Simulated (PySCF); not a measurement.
A species of formula C6H7N has this rotational fingerprint, computed with CAM-B3LYP/def2-SVPD in PySCF (dipole) on a GFN2-xTB geometry, gas phase:

- Rotational constants: A = 6777, B = 1461, C = 1326 MHz
- Dipole components: |μa| = 3.90 D, |μb| = 2.48 D, |μc| = 0.00 D
- Inertial defect: -39.40 u·Å²
- κ: -0.95

Task: Which candidate fits, each taken in the one conformer that was computed?
A. `Cc1ccncc1` (4-methylpyridine)
B. `[N:1]#[C:2]/[CH:3]=[CH:4]\[CH:5]1[CH2:6][CH2:7]1` with C3–C4–C5–C6 -146°
C. `Nc1ccccc1`
D. `[CH2:1]=[CH:2][CH2:3]/[CH:4]=[CH:5]\[C:6]#[N:7]` with C1–C2–C3–C4 113°, C2–C3–C4–C5 116°

Result: B. It is N#C/C=C\C1CC1, a near-prolate asymmetric top, point group Cs. The candidates at the same level (rigid rotor, commonest isotopes):

```json
{"SMILES": "Cc1ccncc1", "A (MHz)": "5925", "B (MHz)": "2572", "C (MHz)": "1814", "μa (D)": "2.77", "μb (D)": "0.00", "μc (D)": "0.05", "Δ (u·Å²)": "-3.12", "point group": "Cs", "rotor": "asymmetric top"}
{"SMILES": "Nc1ccccc1", "A (MHz)": "5685", "B (MHz)": "2640", "C (MHz)": "1805", "μa (D)": "1.37", "μb (D)": "0.00", "μc (D)": "0.83", "Δ (u·Å²)": "-0.32", "point group": "Cs", "rotor": "asymmetric top"}
{"SMILES": "N#C/C=C\\C1CC1", "A (MHz)": "6777", "B (MHz)": "1461", "C (MHz)": "1326", "μa (D)": "3.90", "μb (D)": "2.48", "μc (D)": "0.00", "Δ (u·Å²)": "-39.40", "point group": "Cs", "rotor": "near-prolate asymmetric top"}
{"SMILES": "C=CC/C=C\\C#N", "A (MHz)": "7248", "B (MHz)": "1281", "C (MHz)": "1158", "μa (D)": "3.06", "μb (D)": "2.80", "μc (D)": "0.07", "Δ (u·Å²)": "-27.88", "point group": "C1", "rotor": "near-prolate asymmetric top"}
```

`C=CC/C=C\C#N` has C 13 % too low; `Nc1ccccc1` has B 81 % too high; `Cc1ccncc1` has B 76 % too high. In the right answer the mirror of this Cs structure is the ab plane, so μc vanishes by symmetry (the 0.01 D computed is a residue). No structure here is proved a minimum.
